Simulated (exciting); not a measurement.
# W (Fm-3m) in exciting: equation of state

How stiff is W in PBEsol, and what volume does it want? The cell is scaled to several volumes.

Everything below comes from runs of exciting (release sodium). Logs are shortened: lines on timing, memory, paths and dates and some standing lists are left out, and cuts for length are marked.

## Step 1: The structure

It takes space group Fm-3m (No. 225, cubic). The conventional cell has a = 4.060 Å, b = 4.060 Å, c = 4.060 Å, α = 90.00°, β = 90.00°, γ = 90.00°. W (site symmetry m-3m) is surrounded by 12 W at 2.87 Å.

This isn't the form of W at room conditions, which is bcc.

## Step 2: Equation of state, PBEsol, 15.73 Å³/atom (volume scaled by 0.94)

The input, input.xml:

```xml
<input>
  <title>W</title>
  <structure speciespath="./" tshift="false">
    <crystal scale="1">
      <basevect>0.000000000000 3.757833405763 3.757833405763</basevect>
      <basevect>3.757833405763 0.000000000000 3.757833405763</basevect>
      <basevect>3.757833405763 3.757833405763 0.000000000000</basevect>
    </crystal>
    <species speciesfile="W.xml" rmt="2.3">
      <atom coord="0.000000000000 0.000000000000 0.000000000000"/>
    </species>
  </structure>
  <groundstate do="fromscratch" ngridk="11 11 11" rgkmax="9" gmaxvr="14" lmaxapw="10" lmaxmat="10" lmaxvr="8" xctype="GGA_PBE_SOL" stype="Fermi Dirac" swidth="0.00183747" nempty="12" ValenceRelativity="iora*" epsengy="1e-05" epspot="1e-05" maxscl="60" outputlevel="normal"/>
</input>
```

Potentials or basis: all-electron LAPW+lo, shipped species files, valence relativity iora*.

On the command line:

```
OMP_NUM_THREADS=1 exciting_smp
```

INFO.OUT:

```text
================================================================================
EXCITING SODIUM started
All units are atomic (Hartree, Bohr, etc.)
================================================================================

********************************************************************************
* Ground-state run starting from atomic densities                              *
********************************************************************************

++++++++++++++++++++++++++++++++++++++++++++++++++++++++++++++++++++++++++++++++
+ Starting initialization                                                      +
++++++++++++++++++++++++++++++++++++++++++++++++++++++++++++++++++++++++++++++++

 Lattice vectors (cartesian) :
      0.0000000000      3.7578334058      3.7578334058
      3.7578334058      0.0000000000      3.7578334058
      3.7578334058      3.7578334058      0.0000000000

 Reciprocal lattice vectors (cartesian) :
     -0.8360116893      0.8360116893      0.8360116893
      0.8360116893     -0.8360116893      0.8360116893
      0.8360116893      0.8360116893     -0.8360116893

 Unit cell volume                           :     106.1310752231
 Brillouin zone volume                      :       2.3372062605

 Species :    1 (W)
     parameters loaded from                 :    W.xml
     name                                   :    tungsten
     nuclear charge                         :     -74.00000000
     electronic charge                      :      74.00000000
     atomic mass                            :  335119.81910000
     muffin-tin radius                      :       2.30000000
     # of radial points in muffin-tin       :     450

     atomic positions (lattice) :
       1 :   0.00000000  0.00000000  0.00000000

 Total number of atoms per unit cell        :       1

 Spin treatment                             :    spin-unpolarised

 Number of Bravais lattice symmetries       :      48
 Number of crystal symmetries               :      48

 k-point grid                               :      11   11   11
 Total number of k-points                   :      56
 k-point set is reduced with crystal symmetries

 R^MT_min * |G+k|_max (rgkmax)              :       9.00000000
 Species with R^MT_min                      :       1 (W)
 Maximum |G+k| for APW functions            :       3.91304348
 Maximum |G| for potential and density      :      14.00000000

 G-vector grid sizes                        :      24    24    24
 Total number of G-vectors                  :    4957

 Maximum angular momentum used for
     APW functions                          :      10
     computing H and O matrix elements      :      10
     potential and density                  :       8
     inner part of muffin-tin               :       2

 Total nuclear charge                       :     -74.00000000
 Total electronic charge                    :      74.00000000
 Total core charge                          :      46.00000000
 Total valence charge                       :      28.00000000

 Number of empty states                     :      12
 Total number of valence states             :      27

 Maximum Hamiltonian size                   :     142
 Maximum number of plane-waves              :     115
 Total number of local-orbitals             :      27

 Exchange-correlation type                  :      22
     PBEsol, Phys. Rev. Lett. 100, 136406 (2008)
     Generalised gradient approximation (GGA)

 Smearing scheme                            :    Fermi-Dirac
 Smearing width                             :       0.00183747

 Using multisecant Broyden potential mixing

++++++++++++++++++++++++++++++++++++++++++++++++++++++++++++++++++++++++++++++++
+ Ending initialization                                                        +
++++++++++++++++++++++++++++++++++++++++++++++++++++++++++++++++++++++++++++++++

********************************************************************************
* Groundstate module started                                                   *
********************************************************************************
 Output level for this task is set to normal

++++++++++++++++++++++++++++++++++++++++++++++++++++++++++++++++++++++++++++++++
+ Self-consistent loop started                                                 +
++++++++++++++++++++++++++++++++++++++++++++++++++++++++++++++++++++++++++++++++
 Density and potential initialised from atomic data

++++++++++++++++++++++++++++++++++++++++++++++++++++++++++++++++++++++++++++++++
+ SCF iteration number :    1                                                  +
++++++++++++++++++++++++++++++++++++++++++++++++++++++++++++++++++++++++++++++++
 Total energy                               :    -16147.29298299
 _______________________________________________________________
 Fermi energy                               :         0.57033349
 Kinetic energy                             :     18215.90542674
 Coulomb energy                             :    -34042.81886655
 Exchange energy                            :      -315.33351747
 Correlation energy                         :        -5.04602571

 DOS at Fermi energy (states/Ha/cell)       :        25.36279090

 Electron charges :
     core                                   :        46.00000000
     core leakage                           :         0.00000541
     valence                                :        28.00000000
     interstitial                           :         2.77542418
     charge in muffin-tin spheres :
                  atom     1     W          :        71.22457582
     total charge in muffin-tins            :        71.22457582
     total charge                           :        74.00000000

++++++++++++++++++++++++++++++++++++++++++++++++++++++++++++++++++++++++++++++++
+ SCF iteration number :    2                                                  +
++++++++++++++++++++++++++++++++++++++++++++++++++++++++++++++++++++++++++++++++
 Total energy                               :    -16156.34039827
 _______________________________________________________________
 Fermi energy                               :         0.56322342
 Kinetic energy                             :     18210.85376669
 Coulomb energy                             :    -34046.64956946
 Exchange energy                            :      -315.49739671
 Correlation energy                         :        -5.04719879

 DOS at Fermi energy (states/Ha/cell)       :        23.90132661

 Electron charges :
     core                                   :        46.00000000
     core leakage                           :         0.00000524
     valence                                :        28.00000000
     interstitial                           :         2.72599486
     charge in muffin-tin spheres :
                  atom     1     W          :        71.27400514
     total charge in muffin-tins            :        71.27400514
     total charge                           :        74.00000000
[... 217 lines left out ...]
 RMS change in effective potential (target) :  0.131435E-07  ( 0.100000E-04)
 Absolute change in total energy   (target) :  0.130586E-05  ( 0.100000E-04)
 Charge distance                   (target) :  0.985833E-08  ( 0.100000E-04)

++++++++++++++++++++++++++++++++++++++++++++++++++++++++++++++++++++++++++++++++
+ SCF iteration number :   11                                                  +
++++++++++++++++++++++++++++++++++++++++++++++++++++++++++++++++++++++++++++++++
 Total energy                               :    -16161.38500608
 _______________________________________________________________
 Fermi energy                               :         0.55435701
 Kinetic energy                             :     18207.03961173
 Coulomb energy                             :    -34047.80184298
 Exchange energy                            :      -315.57510382
 Correlation energy                         :        -5.04767102

 DOS at Fermi energy (states/Ha/cell)       :        25.20340215

 Electron charges :
     core                                   :        46.00000000
     core leakage                           :         0.00000515
     valence                                :        28.00000000
     interstitial                           :         2.66642931
     charge in muffin-tin spheres :
                  atom     1     W          :        71.33357069
     total charge in muffin-tins            :        71.33357069
     total charge                           :        74.00000000

 RMS change in effective potential (target) :  0.229467E-07  ( 0.100000E-04)
 Absolute change in total energy   (target) :  0.615100E-05  ( 0.100000E-04)
 Charge distance                   (target) :  0.315719E-08  ( 0.100000E-04)

++++++++++++++++++++++++++++++++++++++++++++++++++++++++++++++++++++++++++++++++
| Convergency criteria checked for the last 2 iterations                       +
| Convergence targets achieved. Performing final SCF iteration                 +
++++++++++++++++++++++++++++++++++++++++++++++++++++++++++++++++++++++++++++++++
 Total energy                               :    -16161.38500112
 _______________________________________________________________
 Fermi energy                               :         0.55435700
 Kinetic energy                             :     18207.03961431
 Coulomb energy                             :    -34047.80184071
 Exchange energy                            :      -315.57510370
 Correlation energy                         :        -5.04767102

 DOS at Fermi energy (states/Ha/cell)       :        25.20341708

 Electron charges :
     core                                   :        46.00000000
     core leakage                           :         0.00000515
     valence                                :        28.00000000
     interstitial                           :         2.66642942
     charge in muffin-tin spheres :
                  atom     1     W          :        71.33357058
     total charge in muffin-tins            :        71.33357058
     total charge                           :        74.00000000

++++++++++++++++++++++++++++++++++++++++++++++++++++++++++++++++++++++++++++++++
+ Self-consistent loop stopped                                                 +
++++++++++++++++++++++++++++++++++++++++++++++++++++++++++++++++++++++++++++++++
 STATE.OUT is written

********************************************************************************
* Groundstate module stopped                                                   *
********************************************************************************

--------------------------------------------------------------------------------
- CAUTION! Warnings have been written in file WARNING.OUT !                    -
--------------------------------------------------------------------------------
================================================================================
| EXCITING SODIUM stopped                                                      =
================================================================================
```

Wall time 21 s (1 thread of AMD EPYC 7R13 (Zen 3), shared host); peak memory 0.1 GiB.

What came out:

* Free energy: -439773.6976 eV
* Band gap on the k mesh: none (metal or under the smearing width)
* All electrons inside the program's atomic spheres: W 71.33 (radii W 2.3 bohr)

Caveat: the log's total energy holds no entropy term; the free energy is that total less TS from the occupations.

## Step 3: Equation of state, PBEsol, 16.06 Å³/atom (volume scaled by 0.96)

Edit input.xml of step 2 so:

```diff
@@ -4,5 +4,5 @@
     <crystal scale="1">
-      <basevect>0.000000000000 3.757833405763 3.757833405763</basevect>
-      <basevect>3.757833405763 0.000000000000 3.757833405763</basevect>
-      <basevect>3.757833405763 3.757833405763 0.000000000000</basevect>
+      <basevect>0.000000000000 3.784297893295 3.784297893295</basevect>
+      <basevect>3.784297893295 0.000000000000 3.784297893295</basevect>
+      <basevect>3.784297893295 3.784297893295 0.000000000000</basevect>
     </crystal>
```

Potentials or basis: all-electron LAPW+lo, shipped species files, valence relativity iora*.

On the command line:

```
OMP_NUM_THREADS=1 exciting_smp
```

Wall time 22 s (1 thread of AMD EPYC 7R13 (Zen 3), shared host); peak memory 0.1 GiB.

The run converged. Its results:

```
Free energy                                       : -439773.7023 eV
Band gap on the k mesh                            : none (metal or under the smearing width)
All electrons inside the program's atomic spheres : W 71.30 (radii W 2.3 bohr)
```

Caveat: the log's total energy holds no entropy term; the free energy is that total less TS from the occupations.

## Step 4: Equation of state, PBEsol, 16.40 Å³/atom (volume scaled by 0.98)

Edit input.xml of step 3 so:

```diff
@@ -4,5 +4,5 @@
     <crystal scale="1">
-      <basevect>0.000000000000 3.784297893295 3.784297893295</basevect>
-      <basevect>3.784297893295 0.000000000000 3.784297893295</basevect>
-      <basevect>3.784297893295 3.784297893295 0.000000000000</basevect>
+      <basevect>0.000000000000 3.810397324101 3.810397324101</basevect>
+      <basevect>3.810397324101 0.000000000000 3.810397324101</basevect>
+      <basevect>3.810397324101 3.810397324101 0.000000000000</basevect>
     </crystal>
```

On the command line:

```
OMP_NUM_THREADS=1 exciting_smp
```

It took 18 s on 1 thread of AMD EPYC 7R13 (Zen 3), shared host; peak memory 0.1 GiB.

The run converged. Its results:

| Item | Value |
| --- | --- |
| Free energy | -439773.6940 eV |
| Band gap on the k mesh | none (metal or under the smearing width) |
| All electrons inside the program's atomic spheres | W 71.26 (radii W 2.3 bohr) |

Caveat: the log's total energy holds no entropy term; the free energy is that total less TS from the occupations.

## Step 5: Equation of state, PBEsol, 16.73 Å³/atom

Edit input.xml of step 4 so:

```diff
@@ -4,5 +4,5 @@
     <crystal scale="1">
-      <basevect>0.000000000000 3.810397324101 3.810397324101</basevect>
-      <basevect>3.810397324101 0.000000000000 3.810397324101</basevect>
-      <basevect>3.810397324101 3.810397324101 0.000000000000</basevect>
+      <basevect>0.000000000000 3.836144032990 3.836144032990</basevect>
+      <basevect>3.836144032990 0.000000000000 3.836144032990</basevect>
+      <basevect>3.836144032990 3.836144032990 0.000000000000</basevect>
     </crystal>
```

On the command line:

```
OMP_NUM_THREADS=1 exciting_smp
```

Wall time 21 s (1 thread of AMD EPYC 7R13 (Zen 3), shared host); peak memory 0.1 GiB.

Results (log left out):

```
Free energy                                       : -439773.6736 eV
Band gap on the k mesh                            : none (metal or under the smearing width)
All electrons inside the program's atomic spheres : W 71.23 (radii W 2.3 bohr)
```

Caveat: the log's total energy holds no entropy term; the free energy is that total less TS from the occupations.

## Step 6: Equation of state, PBEsol, 17.07 Å³/atom (volume scaled by 1.02)

Edit input.xml of step 5 so:

```diff
@@ -4,5 +4,5 @@
     <crystal scale="1">
-      <basevect>0.000000000000 3.836144032990 3.836144032990</basevect>
-      <basevect>3.836144032990 0.000000000000 3.836144032990</basevect>
-      <basevect>3.836144032990 3.836144032990 0.000000000000</basevect>
+      <basevect>0.000000000000 3.861549700738 3.861549700738</basevect>
+      <basevect>3.861549700738 0.000000000000 3.861549700738</basevect>
+      <basevect>3.861549700738 3.861549700738 0.000000000000</basevect>
     </crystal>
```

Potentials or basis: all-electron LAPW+lo, shipped species files, valence relativity iora*.

On the command line:

```
OMP_NUM_THREADS=1 exciting_smp
```

It took 24 s on 1 thread of AMD EPYC 7R13 (Zen 3), shared host; peak memory 0.1 GiB.

It converged, with:

```
Free energy                                       : -439773.6425 eV
Band gap on the k mesh                            : none (metal or under the smearing width)
All electrons inside the program's atomic spheres : W 71.20 (radii W 2.3 bohr)
```

Caveat: the log's total energy holds no entropy term; the free energy is that total less TS from the occupations.

## Step 7: Equation of state, PBEsol, 17.40 Å³/atom (volume scaled by 1.04)

Edit input.xml of step 6 so:

```diff
@@ -4,5 +4,5 @@
     <crystal scale="1">
-      <basevect>0.000000000000 3.861549700738 3.861549700738</basevect>
-      <basevect>3.861549700738 0.000000000000 3.861549700738</basevect>
-      <basevect>3.861549700738 3.861549700738 0.000000000000</basevect>
+      <basevect>0.000000000000 3.886625401518 3.886625401518</basevect>
+      <basevect>3.886625401518 0.000000000000 3.886625401518</basevect>
+      <basevect>3.886625401518 3.886625401518 0.000000000000</basevect>
     </crystal>
```

On the command line:

```
OMP_NUM_THREADS=1 exciting_smp
```

Wall time 23 s (1 thread of AMD EPYC 7R13 (Zen 3), shared host); peak memory 0.1 GiB.

It converged, with:

- Free energy: -439773.6017 eV
- Band gap on the k mesh: none (metal or under the smearing width)
- All electrons inside the program's atomic spheres: W 71.17 (radii W 2.3 bohr)

Caveat: the log's total energy holds no entropy term; the free energy is that total less TS from the occupations.

## Step 8: Equation of state, PBEsol, 17.73 Å³/atom (volume scaled by 1.06)

Edit input.xml of step 7 so:

```diff
@@ -4,5 +4,5 @@
     <crystal scale="1">
-      <basevect>0.000000000000 3.886625401518 3.886625401518</basevect>
-      <basevect>3.886625401518 0.000000000000 3.886625401518</basevect>
-      <basevect>3.886625401518 3.886625401518 0.000000000000</basevect>
+      <basevect>0.000000000000 3.911381644663 3.911381644663</basevect>
+      <basevect>3.911381644663 0.000000000000 3.911381644663</basevect>
+      <basevect>3.911381644663 3.911381644663 0.000000000000</basevect>
     </crystal>
```

On the command line:

```
OMP_NUM_THREADS=1 exciting_smp
```

Wall time 26 s (1 thread of AMD EPYC 7R13 (Zen 3), shared host); peak memory 0.1 GiB.

Results (log left out):

| Quantity | Value |
| --- | --- |
| Free energy | -439773.5523 eV |
| Band gap on the k mesh | none (metal or under the smearing width) |
| All electrons inside the program's atomic spheres | W 71.15 (radii W 2.3 bohr) |

Caveat: the log's total energy holds no entropy term; the free energy is that total less TS from the occupations.

## Step 9: Equation of state, PBEsol

Potentials or basis: all-electron LAPW+lo, shipped species files, valence relativity iora*.

This step only gathers the single runs of the series.

Results:

```yaml
Equilibrium_volume: 16.01 Å³/atom
Bulk_modulus: 309 GPa
Pressure_derivative_of_the_bulk_modulus: "4.1 (rough: it moves with the points fitted)"
```

Energy against volume, from the lowest point:
```tsv
volume (Å³/atom)	energy (meV/atom)
15.727	4.71
16.062	0.00
16.396	8.27
16.731	28.75
17.065	59.77
17.400	100.66
17.735	150.00
```

Spin-orbit coupling is left out, which matters for the levels of W.
